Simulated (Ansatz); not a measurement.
# In: the cost of one run

Program: Ansatz 0.2.0. Level of theory: DFT PBE, scalar-relativistic, plane waves, PAW, unless a step names another level. These are calculated values, not measurements.

**1. The system as given**

It takes space group Pm-3m (No. 221, cubic). The conventional cell has a = 4.502 Å, b = 4.502 Å, c = 4.502 Å, α = 90.00°, β = 90.00°, γ = 90.00°. Around In (site symmetry 4/mmm) lie 8 In at 3.18 Å.

Coordinates:

```
CELL_PARAMETERS angstrom
4.50196 0.00000 0.00000
0.00000 4.50196 0.00000
0.00000 0.00000 4.50196
ATOMIC_POSITIONS crystal
In 0.50000 0.00000 0.00000
In 0.00000 0.50000 0.00000
In 0.00000 0.00000 0.50000
```

The cell was relaxed beforehand at this level, from a generated guess; it is a trial structure. At a tolerance of 0.05 Å it has space group Pm-3m (No. 221); it has 30.41 Å³/atom, an uncorrected energy of +0.10 eV/atom over the standard state.

**2. Electronic structure at the relaxed geometry**

Input file input.yaml:

```yaml
crystal:
  lattice:
    - [4.5019600349, 0.0, 0.0]
    - [0.0, 4.5019600349, 0.0]
    - [0.0, 0.0, 4.5019600349]
  atoms:
    - { symbol: In, position: [0.5, 0.0, 0.0] }
    - { symbol: In, position: [0.0, 0.5, 0.0] }
    - { symbol: In, position: [0.0, 0.0, 0.5] }
basis:
  ecutwfc: 420
kpoints:
  mp_grid: { grid: [10, 10, 10] }
  band_path:
    path:
      - [[0.0, 0.0, 0.0], [0.0, 0.5, 0.0], [0.5, 0.5, 0.0], [0.0, 0.0, 0.0], [0.5, 0.5, 0.5], [0.0, 0.5, 0.0]]
      - [[0.5, 0.5, 0.5], [0.5, 0.5, 0.0]]
    npoints: 14
hamiltonian:
  xc: pbe
scf:
  occupations: { method: gaussian, width: 0.1 }
  n_extra_bands: 7
output:
  forces: true
  stress: true
  eigenvalues: true
  populations: true
  dos: { projected: true, de: 0.02, nscf_kmesh: { grid: [12, 12, 12] } }
  bader: true
  write_density: true
  write_potential: true
  elf: true
  volumetric_format: npy
```

Launch:

```sh
ansatz run input.yaml --threads 1 --pin off --max-ram 2560MiB --backend cpu --events-out ev --progress --plain --runs-dir out
```

**Question.** How long does this run take on 1 thread of Intel Xeon at 2.50GHz (Skylake/Cascade Lake), shared host, and how much memory does it need?

About 47 s, with a peak of 0.44 GiB.
